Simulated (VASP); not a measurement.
Here is a VASP 6.6.1 calculation.

File INCAR:

```
SYSTEM = Sn5S4
ALGO = Normal
DIPOL = 0.5 0.5 0.500
EDIFF = 1E-7
ENCUT = 520
GGA = PE
IDIPOL = 3
ISIF = 2
ISMEAR = -1
LASPH = .True.
LCHARG = .False.
LDIPOL = .True.
LREAL = .False.
LWAVE = .False.
NBANDS = 57
NELM = 60
PREC = Accurate
SIGMA = 0.05
```

File KPOINTS:

```
k-points
0
Gamma
  8 8 1
  0 0 0
```

The input POSCAR:

```
Sn5S4
1.0
    4.1012193309      0.0000000000      0.0000000000
   -2.0506096654      3.5517601270      0.0000000000
    0.0000000000      0.0000000000     28.3945262452
Sn S
5 4
Direct
    0.3333333333      0.6666666667      0.2641354159
    0.0000000000      0.0000000000      0.3820677080
    0.6666666667      0.3333333333      0.5000000000
    0.3333333333      0.6666666667      0.6179322920
    0.0000000000      0.0000000000      0.7358645841
    0.6666666667      0.3333333333      0.3231015619
    0.3333333333      0.6666666667      0.4410338540
    0.0000000000      0.0000000000      0.5589661460
    0.6666666667      0.3333333333      0.6768984381
```

Potentials or basis: VASP PAW PBE potentials, release 64 (Sn_d, S).

The run is started by

```sh
$ cat potpaw_PBE.64/Sn_d/POTCAR potpaw_PBE.64/S/POTCAR > POTCAR
$ mpirun -np 1 vasp_std > vasp.out
```

(1) Estimate the band gap on the k mesh.

(2) What does it give for the largest force?

Results:

(1) none (metal or under the smearing width).

(2) 0.282 eV/Å.
